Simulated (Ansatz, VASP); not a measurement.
# BAs: VASP beside Ansatz, part 2 of 2

Wanted: the spread between two codes on one cell, functional and k mesh.

VASP 6.6.1 and Ansatz 0.2.0.

So far: Set-up; VASP: G0W0 gap, PBE.

**3. Ansatz: G0W0 gap, PBE**

Level of this step: Ansatz beside VASP: Kohn-Sham DFT, plane waves, PBE, G0W0 (Ansatz).

Ansatz runs on its default PAW (the set named soft_2) files.

The same cell, functional and mesh now go to Ansatz, which takes its cutoff from its data sets.

input.yaml reads:

```yaml
crystal:
  lattice:
    - [0.0, 2.3885, 2.3885]
    - [2.3885, 0.0, 2.3885]
    - [2.3885, 2.3885, 0.0]
  atoms:
    - { symbol: B, position: [0.0, 0.0, 0.0] }
    - { symbol: As, position: [0.25, 0.25, 0.25] }
hamiltonian:
  xc: pbe
  pseudopotentials: { kind: paw }
kpoints:
  mp_grid: { grid: [6, 6, 6] }
scf:
  occupations: { method: fixed }
gw:
  n_empty_bands: 84
  ecut_chi: 120.0
  qp_bands: [v2, c2]
  qp_kpoints: band_edges
  screening: { model: contour_deformation }
```

On the command line:

```console
$ ansatz run input.yaml --threads 4 --pin off --max-ram 9216MiB --backend cpu --events-out ev --progress --plain --runs-dir out
```

Numbers of over 12 decimals in the logs are rounded to 6 here.

The program printed:

```text
Engine: ansatz 0.2.0, aarch64-unknown-linux-gnu
Pseudopotentials: kind: paw
Pseudopotential: B, paw, valence charge 3, recommended cutoff 420 eV (normal), B.paw.azcp
Pseudopotential: As, paw, valence charge 15, recommended cutoff 420 eV (normal), As.paw.azcp
Functional definition: PBE
  parameter kappa = 0.804
  parameter beta = 0.066725
  exchange = pbe_x(kappa = kappa, mu = beta*pi^2/3)
  correlation = pbe_c(beta = beta)
Crystal: 2 atoms, lattice volume = 27.252 Å³
Basis set: ecut = 420 eV, 531 PW (Γ)
Bands: 13, of which v1, the nominal top of the filled ones, is band 9 counted from 1 (8 counted from 0)
Symmetry: 24 space group operations
Space group: F-43m (ITA 216), of the structure as read, at distance tolerance 3.0e-5 Å
k-points: 16 of 216 (time reversal used)
Non-local potential: B, projectors of the file, l = 0: 2, l = 1: 2, l = 2: 1
Non-local potential: As, projectors of the file, l = 0: 2, l = 1: 2, l = 2: 3, l = 3: 1
PAW form: soft (Blöchl's): semilocal exchange-correlation on the pseudo side does not see the compensation charge
PAW one-centre angular grid: B, 110 points (default); XC on 64 Gauss nodes
PAW one-centre angular grid: As, 590 points (default); XC on 64 Gauss nodes
Initial density: superposition of atomic densities (neutral atoms: chi_scale 0, normalization atom), corrected by the library's trained network
Initial wavefunctions: pseudopotential atomic-orbital guess
Functional: x = pbe(κ = 0.804, μ = 0.219515), c = pbe(β = 0.066725)
SCF iter   1: F=—  HF=-5012.081547 eV  |F-HF|=—  |Δ(HF+E_count)|=         —  Δρ=8.79e-4  dr2=1.44e-4  ethr=1.77e-3  ⟨swp⟩=4.2  Hψ=1032  notcnv=0  defer=22
preconditioner: auto → none  [insulator: Δε(μ)=1.284 eV  Ē_g=12.417 eV  n_scr=8 (ndim 8)  ℏωp=20.1 eV  f_vac=0.001  ε∞_Penn≈3.6]
SCF iter   2: F=—  HF=-5012.081538 eV  |F-HF|=—  |Δ(HF+E_count)|=   9.62e-6  Δρ=4.63e-4  dr2=3.62e-5  ethr=8.01e-7  ⟨swp⟩=2.6  Hψ=482  notcnv=0  defer=26
SCF iter   3: F=—  HF=-5012.081571 eV  |F-HF|=—  |Δ(HF+E_count)|=   3.37e-5  Δρ=2.10e-4  dr2=6.67e-6  ethr=2.01e-7  ⟨swp⟩=2.0  Hψ=349  notcnv=0  defer=8
SCF iter   4: F=—  HF=-5012.081585 eV  |F-HF|=—  |Δ(HF+E_count)|=   1.32e-5  Δρ=3.97e-5  dr2=4.25e-7  ethr=3.71e-8  ⟨swp⟩=2.0  Hψ=271  notcnv=0  defer=32
iter 5 did not close the SCF: its close was put off for the readings that it lacked (scf_convergence_deferred on its scf_iter line)
SCF iter   5: F=-5012.081585 eV  HF=-5012.081585 eV  |F-HF|=1.08e-8  |Δ(HF+E_count)|=   4.48e-8  Δρ=7.51e-6  dr2=1.16e-8  ethr=2.36e-9  ⟨swp⟩=2.0  Hψ=352  notcnv=0  defer=30
SCF iter   6: F=-5012.081585 eV  HF=-5012.081585 eV  |F-HF|=2.69e-9  |Δ(HF+E_count)|=   1.71e-8  Δρ=3.25e-6  dr2=3.34e-9  ethr=6.42e-11  ⟨swp⟩=3.3  Hψ=868  notcnv=0
SCF 1 converged in 6 iterations: F = -5012.081585 eV  dr2 = 3.34e-9
  greatest PAW one-centre occupation: 0.999 electrons in one spin orbital (limit 2), on the As atom at site 1 (counted from 0), in its partial waves of l = 2
NSCF: frozen V_eff on 16 k-points
G₀W₀ screening: q 1/16
G₀W₀ screening: q 2/16 (q-point 6)
G₀W₀ screening: q 3/16 (q-point 7)
G₀W₀ screening: q 4/16 (q-point 8)
G₀W₀ screening: q 5/16 (q-point 11)
G₀W₀ screening: q 6/16 (q-point 14)
G₀W₀ screening: q 7/16 (q-point 15)
G₀W₀ screening: q 8/16 (q-point 9)
G₀W₀ screening: q 9/16 (q-point 12)
G₀W₀ screening: q 10/16 (q-point 16)
G₀W₀ screening: q 11/16 (q-point 2)
G₀W₀ screening: q 12/16 (q-point 3)
G₀W₀ screening: q 13/16 (q-point 5)
G₀W₀ screening: q 14/16 (q-point 10)
G₀W₀ screening: q 15/16 (q-point 4)
G₀W₀ screening: q 16/16 (q-point 13)
G₀W₀ self-energy: k 1/7
G₀W₀ self-energy: k 2/7
G₀W₀ self-energy: k 3/7
G₀W₀ self-energy: k 4/7
G₀W₀ self-energy: k 5/7
G₀W₀ self-energy: k 6/7
G₀W₀ self-energy: k 7/7
NSCF: frozen V_eff on 1 k-points
NSCF: frozen V_eff on 1 k-points
SCF converged after 6 iterations
Free energy (F): -5012.081585 eV
Harris-Foulkes:  -5012.081585 eV  (|F-HF|=2.69e-9)
Internal energy: -5012.081585 eV  (E = F + TS)
E sigma→0 (E₀):  -5012.081585 eV
Fermi energy:    11.131860 eV
--- Per-component energies (eV) ---
  E_band       = -210.158012
  E_kinetic    = 152.187547
  E_local      = -1694.072720  (includes V_loc(G=0)·N_el)
  E_nonlocal   = -657.821041
  E_hartree    = 940.154372
  E_xc         = -111.434964
  E_vxc        = -117.669019  (∫ρ·V_xc dr)
  E_paw        = -1915.319788  (= ΣΔE_a)
  E_vpaw       = 226.906686  (= ΣTr[D̂ρ^β])
  E_aug_tail   = 0.000007  (compensation charges beyond the density's cutoff)
  E_ewald      = -1725.774997
  E_smearing   = -0.000000  (= −TS)
  E_closure    = 0.000000  (closes the sum)
  Σ components = -5012.081585   (vs F -5012.081585, Δ=0.00e0)
--- Band table (eV; the first three rows and the last of 16) ---
  k-point 0: bands = [... 5 lower, -4.2734, 11.1319, 11.1319, 11.1319, 14.4103, 14.4103, 14.4103, 15.8058]
  k-point 1: bands = [... 5 lower, -3.8203, 8.1749, 10.4507, 10.4507, 14.4318, 15.2984, 15.2984, 17.7796]
  k-point 2: bands = [... 5 lower, -2.5541, 4.3959, 9.6171, 9.6171, 13.9926, 15.9691, 15.9691, 19.8275]
  k-point 15: bands = [... 5 lower, 0.0262, 2.9360, 5.9840, 6.1810, 14.9163, 15.1259, 19.8006, 20.0341]
--- G₀W₀: contour deformation, 7 samples at zero and on the imaginary axis and 1 off it, 216 q-points, 84 empty bands' worth ---
  eigenvalues of the whole cell's RPA ε∞ on this k-mesh (on a slab, of 1 + 4πα/V) = 10.6044, 10.6044, 10.6044; static W/v taken at q = 0 is 0.094301
  bands read: the sum over 93 bands ends inside a degenerate multiplet in 1 slot, whose members it reads at an even weight; the widest, k=2: bands 93 to 94 (counted from 1) at 1/2 each
  gw.qp_kpoints: band_edges: 7 of 16 stored k-points solved, in 1 pass; an edge of the gap read off the rows below is read off those points alone
    valence top: of the k-points left out ik 8 came nearest to being solved in a further pass, in band 9 (counted from 1, as in the quasiparticle table): it holds the edge there only if its correction is more favourable than any solved in that band by at least 0.890 eV; those differ by 0.206 eV
    conduction bottom: of the k-points left out ik 10 came nearest to being solved in a further pass, in band 10 (counted from 1, as in the quasiparticle table): it holds the edge there only if its correction is more favourable than any solved in that band by at least 0.475 eV; those differ by 0.322 eV
    ik  band        ε_KS         Σx   Σc(E_QP)       V_xc       Z   E_QP_lin       E_QP  E_QP is
     0     8     11.1319   -16.4505     0.9436   -15.0505  0.7943    10.6743    10.6755  root
     0     9     11.1319   -16.4505     0.9436   -15.0505  0.7943    10.6743    10.6755  root
     0    10     14.4103    -9.1505    -4.3225   -13.8090  0.7941    14.7473    14.7463  root
     0    11     14.4103    -9.1505    -4.3225   -13.8090  0.7941    14.7473    14.7463  root
     1     8     10.4507   -16.3794     1.1317   -14.7644  0.7919     9.9660     9.9675  root
     1     9     10.4507   -16.3794     1.1317   -14.7644  0.7919     9.9660     9.9675  root
     1    10     14.4318    -9.5952    -4.5522   -14.5206  0.7898    14.8064    14.8051  root
     1    11     15.2984    -9.0526    -4.6176   -14.0341  0.7868    15.6637    15.6623  root
     2     8      9.6171   -16.6288     1.5054   -14.5845  0.7871     9.0759     9.0782  root
     2     9      9.6171   -16.6288     1.5054   -14.5845  0.7871     9.0759     9.0782  root
     2    10     13.9926    -9.9107    -4.5100   -14.7657  0.7911    14.3385    14.3375  root
     2    11     15.9691    -8.2785    -4.8919   -13.5230  0.7835    16.3231    16.3217  root
     3     8      9.3116   -16.7561     1.6520   -14.5437  0.7851     8.7485     8.7513  root
     3     9      9.3116   -16.7561     1.6520   -14.5437  0.7851     8.7485     8.7513  root
     3    10     13.8206   -10.0479    -4.4824   -14.8660  0.7917    14.1573    14.1564  root
     3    11     15.9236    -7.9223    -4.8640   -13.1086  0.7864    16.2469    16.2458  root
     4     8      9.4219   -16.3046     1.4695   -14.2971  0.7868     8.8815     8.8839  root
     4     9      9.4219   -16.3046     1.4695   -14.2971  0.7868     8.8815     8.8839  root
     4    10     13.3812    -8.6201    -4.1218   -12.9954  0.7991    13.6352    13.6347  root
     4    11     16.7726    -8.6378    -5.5041   -14.5335  0.7646    17.1662    17.1642  root
     9     8      7.6777   -16.7027     2.2198   -13.8465  0.7719     7.0363     7.0412  root
     9     9      7.6777   -16.7027     2.2198   -13.8465  0.7719     7.0363     7.0412  root
     9    10     12.4124    -8.3082    -3.9508   -12.3954  0.8043    12.5490    12.5488  root
     9    11     14.2701    -7.1577    -4.5617   -11.8727  0.8003    14.4235    14.4233  root
    12     8      7.0555   -16.8511     2.4842   -13.7043  0.7652     6.3868     6.3930  root
    12     9      7.0555   -16.8511     2.4842   -13.7043  0.7652     6.3868     6.3930  root
    12    10     12.5682    -7.9415    -4.0406   -12.0336  0.8042    12.6197    12.6197  root
    12    11     12.5786    -7.6522    -4.1380   -11.9417  0.8086    12.7303    12.7301  root
```

Run time: 12 s. Hardware: 4 threads of Arm Neoverse V2, shared host; peak memory 0.35 GiB; 41 s of CPU time.

**4. Differences**

Known differences besides the potentials themselves: the two programs' PAW sets differ in cores and partial waves; the data sets hold 18 valence electrons in Ansatz (default PAW (the set named soft_2) files) and 8 in VASP; the cutoff is 420 eV in Ansatz and 340 eV in VASP; VASP leaves aspherical gradient terms in its spheres out (LASPH is not set), Ansatz keeps them; Ansatz integrates over frequency by contour deformation, VASP on a grid of NOMEGA points. Total energies have different zeros and are not compared.

Compared:

```
                 quantity  Ansatz  VASP  difference
G0W0 gap on the mesh (eV)    1.87  1.83       +0.05
    PBE gap under it (eV)    1.28  1.26       +0.02
```

**5. What came out**

```
difference in G0W0 gap on the mesh (G0W0 gap, PBE) : 0.045 eV
```

What this shows: The difference in G0W0 gap on the mesh is 0.045 eV (G0W0 gap, PBE), within the 0.15 eV picked in this series as the mark of a large difference. How closely two codes agree says nothing of how well the functional describes the real material.

[Lines on the potential files, build, host, timing and source positions are cut from VASP's logs without a mark.]

[Logs are printed without paths, hosts, clocks, repeated set-up lines and the standing remarks that a program may print on its own settings, such as how far it seeks lower states.]

[Hosts, paths, dates, database ids (printed as entryN), source tags and the programs' standing remarks are cut or masked in the printed files.]
